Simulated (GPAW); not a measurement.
HfO2:

```xyz
6
Lattice="4.8135 0.0000 0.0000 0.0000 4.8135 0.0000 0.0000 0.0000 3.2054" Properties=species:S:1:pos:R:3 pbc="T T T"
Hf    2.4068    2.4068    1.6027
Hf    0.0000    0.0000    0.0000
O     3.8751    0.9384    1.6027
O     3.3452    3.3452    0.0000
O     1.4683    1.4683    0.0000
O     0.9384    3.8751    1.6027
```

Measurements of this composition are mostly on another form, of space group No. 14.

Base run:

* Program: GPAW 26.7.0
* Functional: LDA
* Potentials or basis: the program's PAW data sets (release 1.2.1) made for this functional
* Cutoff: 800 eV
* Basis: pw
* k mesh: 4 × 4 × 6
* Occupations: fermi-dirac, width 0.05 eV
* Spin: no spin polarisation

Its results: band gap on the k mesh 3.79 eV, direct; pressure -4.1 GPa; largest force 0.047 eV/Å.

Problem. The run is repeated on the same cell with these changes: functional from LDA to r2SCAN; potentials or basis from the program's PAW data sets (release 1.2.1) made for this functional to GPAW PAW data sets (gpaw-data 1.2.1). What comes out?

Solution. Band gap on the k mesh 4.54 eV, direct; pressure 4.1 GPa; largest force 0.050 eV/Å.

Caveats: spin-orbit coupling is left out, which moves the levels of the heavy elements; the PAW data sets were made with another functional, which shifts forces and pressure a little (some runs).

Not every run made on this cell is shown here.
